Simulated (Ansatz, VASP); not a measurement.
## Two plane-wave programs on Ru

```xyz
1
Lattice="0.0000 1.9051 1.9051 1.9051 0.0000 1.9051 1.9051 1.9051 0.0000" Properties=species:S:1:pos:R:3 pbc="T T T"
Ru    0.0000    0.0000    0.0000
```

Alike in both runs: functional PBE; k mesh 18 × 18 × 18; occupations gaussian, width 0.1 eV; no spin polarisation.

Ansatz relaxed the structure, and its values are those at the end. VASP's run is a single point on that final structure, the one shown.

|  | VASP | Ansatz |
| --- | --- | --- |
| version | VASP 6.6.1 | Ansatz 0.2.0 |
| potentials or method | VASP PAW PBE potentials, release 64 (Ru_pv) | scalar-relativistic, plane waves, PAW |
| plane-wave cutoff (eV) | 520 | 420 |
| valence electrons in the cell | 14 | 16 |

|  | VASP | Ansatz | Ansatz less VASP |
| --- | --- | --- | --- |
| gap on the k mesh at the Fermi level (eV) | none | none | - |
| pressure (GPa) | -0.1 | 0.0 | +0.09 |

A gap of «none» marks a metal or a gap that the smearing closes. With one functional, cell and mesh, what is left measures potentials, basis and numerics. The two sets of potentials don't hold the same shells in valence.
